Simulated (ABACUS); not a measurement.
The system is Li.

```xyz
1
Lattice="-1.7547 1.7547 1.7547 1.7547 -1.7547 1.7547 1.7547 1.7547 -1.7547" Properties=species:S:1:pos:R:3 pbc="T T T"
Li    0.0000    0.0000    0.0000
```

Base run:

```yaml
Program: ABACUS 3.10.1
Functional: PW91
Potentials_or_basis: SG15 ONCV 1.2 PBE
Cutoff: 1007 eV
Density_cutoff: 4027 eV
Basis: plane waves
k_mesh: 9 × 9 × 9
Occupations: fermi-dirac, width 0.05 eV
Spin: no spin polarisation
```

Its results: band gap on the k mesh none (metal or under the smearing width); pressure -0.7 GPa.

The run is repeated on the same cell with these changes: functional from PW91 to SCAN; cutoff from 1007 eV to 1170 eV; density cutoff from 4027 eV to 4680 eV; k mesh from 9 × 9 × 9 to 7 × 7 × 7. What comes out?

Band gap on the k mesh none (metal or under the smearing width); pressure -1.9 GPa.

Several settings changed at once, so the effect can't be laid on one alone.

Caveats: some runs use coarse meshes; the potentials were made for another functional, which shifts forces and pressure.
